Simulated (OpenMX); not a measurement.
## SiC (Moissanite) under changes of volume

One of the cells (10.341 Å³/atom); the others are scaled copies at fixed shape and fractional positions:

```
CELL_PARAMETERS angstrom
3.07600 0.00000 0.00000
-1.53800 2.66389 0.00000
0.00000 0.00000 5.04800
ATOMIC_POSITIONS crystal
Si 0.66667 0.33333 0.50000
Si 0.33333 0.66667 0.00000
C 0.66667 0.33333 0.88500
C 0.33333 0.66667 0.38500
```

* Program: OpenMX 3.8.5
* Functional: PBE
* Potentials or basis: OpenMX 2013 PBE set, Si7.0-s2p1d1, C6.0-s2p2, fixed grid of 28 × 28 × 54 points
* k mesh: 11 × 11 × 5
* Occupations: fermi-dirac, width 0.05 eV
* Spin: no spin polarisation

| volume (Å³/atom) | energy over the lowest point (meV/atom) | gap on the mesh (eV) | largest force (eV/Å) |
| --- | --- | --- | --- |
| 9.721 | 53.42 | 2.76 | 0.934 |
| 9.927 | 29.90 | 2.81 | 0.898 |
| 10.134 | 13.57 | 2.85 | 0.864 |
| 10.341 | 3.80 | 2.90 | 0.831 |
| 10.548 | 0.00 | 2.94 | 0.800 |
| 10.755 | ? | ? | ? |
| 10.961 | 8.19 | 2.91 | 0.743 |

Question: What does the run at 10.755 Å³/atom give?

Answer: Energy over the lowest point 1.63 meV/atom; gap on the mesh 2.95 eV; largest force 0.771 eV/Å.

Worked out: A Birch-Murnaghan fit of order 3 (a polynomial in V^(-2/3)) to the other rows has its minimum at 10.59 Å³/atom with B0 = V·E''(V) = 211 GPa and B' = 3.9 at fixed shape and positions, which overstates the stiffness. It gives 1.66 meV/atom at 10.755 Å³/atom, against the run's 1.63. A parabola through the other rows of the gap, of slope -0.0531 eV per unit of ln V there, gives 2.92 eV, against the run's 2.95.

Energies are extrapolated to zero smearing.

Caveats: an odd mesh through Γ misses points on the zone boundary, where band edges often lie; the basis of atomic orbitals isn't converged, which shifts pressures, moduli and gaps.
